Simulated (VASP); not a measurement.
CoO:

```xyz
4
Lattice="3.0160 0.0000 0.0000 0.0000 3.0160 0.0000 0.0000 0.0000 4.2145" Properties=species:S:1:pos:R:3 pbc="T T T"
Co    0.0000    0.0000    0.0000
Co    1.5080    1.5080    2.1073
O     0.0000    0.0000    2.1073
O     1.5080    1.5080    0.0000
```

Base run:

* Program: VASP 6.6.1
* Functional: PBE
* Potentials or basis: VASP PAW PBE potentials, release 64 (Co, O)
* Cutoff: 520 eV
* k mesh: 6 × 6 × 5
* Occupations: gaussian, width 0.05 eV
* Spin: collinear spin, antiferromagnetic start
* Starting moments: [2.0, -2.0, 0.0, 0.0] μB

Its results: band gap on the k mesh none (metal or under the smearing width); pressure -3.2 GPa; net moment 0.00 μB per cell; site moments Co +2.30, -2.30; O -0.09, +0.09 μB.

Problem. The run is repeated on the same cell with these changes: further incar settings from ALGO = Normal; EDIFF = 1e-07; NBANDS = 27 to ALGO = Normal; EDIFF = 1e-06; NBANDS = 27; hubbard terms from none to Co d U = 4 eV. What comes out?

Solution. Band gap on the k mesh 0.60 eV; pressure 6.6 GPa; net moment 0.00 μB per cell; site moments Co +2.77, -2.77; O -0.11, +0.11 μB.

Caveats: semilocal functionals often make such compounds metallic where correlation or magnetic order opens a gap, which also shifts bond lengths (some runs); an odd mesh through Γ misses points on the zone boundary, where band edges often lie (some runs).

Not every run made on this cell is shown here.
